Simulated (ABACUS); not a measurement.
# GaSb (F-43m) in ABACUS: further runs

The runs below take GaSb through band structure, equation of state, with revPBE.

All numbers are computed with ABACUS 3.10.1; they aren't measurements. Logs are shortened: lines on timing, memory, paths and dates and some standing lists are left out, and cuts for length are marked.

**Measured values to compare with.**

A printed reference work, data compilation reports, for a bulk crystal of GaSb at 4.2 K: band gap 0.811 eV (direct).

The results are compared with them further down.

### Step 1. Starting point

It takes space group F-43m (No. 216, cubic). The conventional cell has a = 6.118 Å, b = 6.118 Å, c = 6.118 Å, α = 90.00°, β = 90.00°, γ = 90.00°. Sb (site symmetry -43m) is surrounded by 4 Ga at 2.65 Å. Ga (site symmetry -43m) is surrounded by 4 Sb at 2.65 Å.

### Step 2. Band structure, revPBE

Input file INPUT:

```
INPUT_PARAMETERS
suffix              GaSb
calculation         nscf
basis_type          pw
pseudo_dir          ./
symmetry            -1
dft_functional      revpbe
ecutwfc             81.0
pseudo_rcut         10
nspin               1
nbands              24
ks_solver           dav
smearing_method     fd
smearing_sigma      0.00367493
scf_thr             1e-08
scf_nmax            100
mixing_type         broyden
mixing_beta         0.7
init_chg            file
pw_diag_thr         1e-07
out_band            1
kpar                4
```

Input file STRU:

```
ATOMIC_SPECIES
Sb 121.7600 51_Sb_15_2.3_2.4_pbe_n_v1.0.upf
Ga 69.7230 31_Ga_13_1.9_2.4_pbe_n_v1.0.upf

LATTICE_CONSTANT
1.8897261246

LATTICE_VECTORS
0.0000000000 3.0590000000 3.0590000000
3.0590000000 0.0000000000 3.0590000000
3.0590000000 3.0590000000 0.0000000000

ATOMIC_POSITIONS
Direct

Sb
0.0
1
0.2500000000 0.2500000000 0.2500000000 1 1 1

Ga
0.0
1
0.0000000000 0.0000000000 0.0000000000 1 1 1
```

Input file KPT:

```
K_POINTS
12
Line
0.00000000 0.00000000 0.00000000 10 // G
0.50000000 0.00000000 0.50000000 10 // X
0.50000000 0.25000000 0.75000000 10 // W
0.37500000 0.37500000 0.75000000 10 // K
0.00000000 0.00000000 0.00000000 10 // G
0.50000000 0.50000000 0.50000000 10 // L
0.62500000 0.25000000 0.62500000 10 // U
0.50000000 0.25000000 0.75000000 10 // W
0.50000000 0.50000000 0.50000000 10 // L
0.37500000 0.37500000 0.75000000 1 // K
0.62500000 0.25000000 0.62500000 10 // U
0.50000000 0.00000000 0.50000000 1 // X
```

Potentials or basis: SPMS ONCV 1.0 PBE, plane waves.

Started as:

```sh
> OMP_NUM_THREADS=1 mpirun -np 4 abacus > log
```

running log:

```text
ABACUS v3.10.1

               Atomic-orbital Based Ab-initio Computation at UStc

 ------------------------------------------------------------------------------------

 READING GENERAL INFORMATION
                           global_out_dir = OUT.GaSb/
                           global_in_card = INPUT
                               pseudo_dir = ./
                              orbital_dir =
                                    DSIZE = 4
                                    GSIZE = 1

 READING UNITCELL INFORMATION
                                    ntype = 2
                  lattice constant (Bohr) = 1.88973
              lattice constant (Angstrom) = 1

 READING ATOM TYPE 1
                               atom label = Sb
                      L=0, number of zeta = 1
                      L=1, number of zeta = 1
                      L=2, number of zeta = 1
             number of atom for this type = 1

 READING ATOM TYPE 2
                               atom label = Ga
                      L=0, number of zeta = 1
                      L=1, number of zeta = 1
                      L=2, number of zeta = 1
             number of atom for this type = 1

                        TOTAL ATOM NUMBER = 2
DIRECT COORDINATES
    atom                   x                   y                   z     mag                  vx                  vy                  vz
taud_Sb1            0.2500000000        0.2500000000        0.2500000000  0.0000        0.0000000000        0.0000000000        0.0000000000
taud_Ga1            0.0000000000        0.0000000000        0.0000000000  0.0000        0.0000000000        0.0000000000        0.0000000000

                          Volume (Bohr^3) = 386.336
                             Volume (A^3) = 57.249

 Lattice vectors: (Cartesian coordinate: in unit of a_0)
                   +0              +3.059              +3.059
               +3.059                  +0              +3.059
               +3.059              +3.059                  +0
 Reciprocal vectors: (Cartesian coordinate: in unit of 2 pi/a_0)
            -0.163452           +0.163452           +0.163452
            +0.163452           -0.163452           +0.163452
            +0.163452           +0.163452           -0.163452
 The esolver type has been set to : ksdft_pw

                PAO radial cut off (Bohr) = 10

 Read in pseudopotential file is 51_Sb_15_2.3_2.4_pbe_n_v1.0.upf
                     pseudopotential type = NC
          exchange-correlation functional = PBE
                 nonlocal core correction = 1
                        valence electrons = 15
                                     lmax = 3
                           number of zeta = 3
                     number of projectors = 8
                           L of projector = 0
                           L of projector = 0
                           L of projector = 1
                           L of projector = 1
                           L of projector = 2
                           L of projector = 2
                           L of projector = 3
                           L of projector = 3
 XC functional updated to : revpbe
          exchange-correlation functional = REVPBE
                PAO radial cut off (Bohr) = 10

 Read in pseudopotential file is 31_Ga_13_1.9_2.4_pbe_n_v1.0.upf
                     pseudopotential type = NC
          exchange-correlation functional = PBE
                 nonlocal core correction = 1
                        valence electrons = 13
                                     lmax = 2
[... 101 lines left out ...]

 SETUP PLANE WAVES FOR WAVE FUNCTIONS
     energy cutoff for wavefunc (unit:Ry) = 81
              fft grid for wave functions = [ 48, 48, 48 ]
                    number of plane waves = 5817
                         number of sticks = 433

 PARALLEL PW FOR WAVE FUNCTIONS
     PROC   COLUMNS(POT)             PW
        1            433           5817
 --------------- sum -------------------
        1            433           5817

 SETUP NONLOCAL PSEUDOPOTENTIALS IN PLANE WAVE BASIS
 Sb non-local projectors:
 projector 1 L=0
 projector 2 L=0
 projector 3 L=1
 projector 4 L=1
 projector 5 L=2
 projector 6 L=2
 projector 7 L=3
 projector 8 L=3
 Ga non-local projectors:
 projector 1 L=0
 projector 2 L=0
 projector 3 L=1
 projector 4 L=1
 projector 5 L=2
 projector 6 L=2
      TOTAL NUMBER OF NONLOCAL PROJECTORS = 50

 Init Non-Local PseudoPotential table :
 Init Non-Local-Pseudopotential done.

                                     npwx = 4800

 Make real space PAO into reciprocal space.
       max mesh points in Pseudopotential = 1001
     dq(describe PAO in reciprocal space) = 0.01
                                    max q = 1084

 number of pseudo atomic orbitals for Sb is 3
WARNING: norm of atomic wavefunction # 3 of atomic type Sb is 0.999907, renormalized

 number of pseudo atomic orbitals for Ga is 3
WARNING: norm of atomic wavefunction # 2 of atomic type Ga is 0.999997, renormalized
WARNING: norm of atomic wavefunction # 3 of atomic type Ga is 0.998668, renormalized

 -------------------------------------------
 NONSELF-CONSISTENT
 -------------------------------------------
                                 init_chg = file
 try to read charge from file
 Read in the charge density: OUT.GaSb//GaSb-CHARGE-DENSITY.restart

 PW ALGORITHM --------------- ION=   1  ELEC=   1--------------------------------

 k(1/102) Iter steps (avg)=12 threshold=1e-07

 k(2/102) Iter steps (avg)=12 threshold=1e-07
 k(3/102) Iter steps (avg)=12 threshold=1e-07
[... 11 lines left out ...]
 k(12/102) Iter steps (avg)=12 threshold=1e-07
 k(13/102) Iter steps (avg)=13 threshold=1e-07
 k(14/102) Iter steps (avg)=14 threshold=1e-07
 k(15/102) Iter steps (avg)=16 threshold=1e-07
 k(16/102) Iter steps (avg)=20 threshold=1e-07
 k(17/102) Iter steps (avg)=22 threshold=1e-07
 k(18/102) Iter steps (avg)=24 threshold=1e-07
 k(19/102) Iter steps (avg)=24 threshold=1e-07
 k(20/102) Iter steps (avg)=21 threshold=1e-07
 k(21/102) Iter steps (avg)=21 threshold=1e-07
 k(22/102) Iter steps (avg)=22 threshold=1e-07
 k(23/102) Iter steps (avg)=21 threshold=1e-07
 k(24/102) Iter steps (avg)=21 threshold=1e-07
 k(25/102) Iter steps (avg)=18 threshold=1e-07
 k(26/102) Iter steps (avg)=17 threshold=1e-07
[... levels at 26 k points of this process ...]

 Density error is 0.00000000000
                          Error Threshold = 1.00000000000e-07
----------------------------------------------------------
     Energy           Rydberg                 eV
----------------------------------------------------------
 E_KohnSham     -320.1336797638      -4355.6421664944
 E_KS(sigma->0) -320.1335281335      -4355.6401034591
 E_Harris       -320.1336797638      -4355.6421664944
 E_band         -17.0822615290       -232.4160915211
 E_one_elec     -147.7345204876      -2010.0312699285
 E_Hartree      91.3466730355        1242.8352466259
 E_xc           -80.4458532836       -1094.5219851295
 E_Ewald        -183.2996757676      -2493.9200319918
 E_entropy(-TS) -0.0003032605        -0.0041260705
 E_descf        0.0000000000         0.0000000000
 E_exx          0.0000000000         0.0000000000
 E_Fermi        0.6556671475         8.9208091975
----------------------------------------------------------

 charge density convergence is achieved
 final etot is -4355.6421665 eV
 EFERMI = 8.9208091975 eV

 STATE ENERGY(eV) AND OCCUPATIONS    NSPIN == 1
 1/26 kpoint (Cartesian) = 0.0000 0.0000 0.0000 (4693 pws)
       1       -20.0726      0.0196078
       2       -20.0726      0.0196078
       3       -20.0726      0.0196078
       4       -20.0555      0.0196078
       5       -20.0555      0.0196078
       6       -6.29918      0.0196078
[... 146 lines left out ...]
      23        20.1711        0.00000
      24        21.0083        0.00000

[... levels at 20 further k points ...]

 --------------------------------------------
 !FINAL_ETOT_IS -4355.642166494391 eV
 --------------------------------------------

 Output bands in file: OUT.GaSb/BANDS_1.dat
```

Run time: 15 s. Hardware: 4 MPI ranks of Intel Xeon Platinum 8488C (Sapphire Rapids), shared host; peak memory 0.56 GiB.

Results:

```yaml
Band_gap_along_the_path: 0.13 eV, direct
```

Levels at the corners of the path, in eV from the Fermi level:
```csv
point,band 10,band 11,band 12,band 13,band 14,band 15,band 16,band 17,band 18,band 19
Γ,-15.16,-11.55,-0.10,-0.10,-0.10,0.03,2.70,2.70,2.70,5.86
X,-15.16,-9.11,-6.86,-2.67,-2.67,0.87,1.22,8.66,8.66,10.08
W,-15.16,-9.07,-6.73,-3.43,-3.21,3.63,4.28,4.36,4.73,9.90
K,-15.16,-9.18,-6.68,-3.69,-2.28,1.37,3.83,6.58,6.76,7.54
Γ,-15.16,-11.55,-0.10,-0.10,-0.10,0.03,2.70,2.70,2.70,5.86
L,-15.16,-9.94,-6.43,-1.25,-1.25,0.37,3.68,3.68,6.49,9.38
U,-15.16,-9.18,-6.68,-3.69,-2.28,1.37,3.83,6.58,6.76,7.54
W,-15.16,-9.07,-6.73,-3.43,-3.21,3.63,4.28,4.36,4.73,9.90
L,-15.16,-9.94,-6.43,-1.25,-1.25,0.37,3.68,3.68,6.49,9.38
K,-15.16,-9.18,-6.68,-3.69,-2.28,1.37,3.83,6.58,6.76,7.54
U,-15.16,-9.18,-6.68,-3.69,-2.28,1.37,3.83,6.58,6.76,7.54
X,-15.16,-9.11,-6.86,-2.67,-2.67,0.87,1.22,8.66,8.66,10.08
```

Caveat: the density is read from an earlier self-consistent run, whose mesh may be coarse; spin-orbit coupling is left out, which moves the levels of the heavy elements.

(Continued in part 2 of 2.)
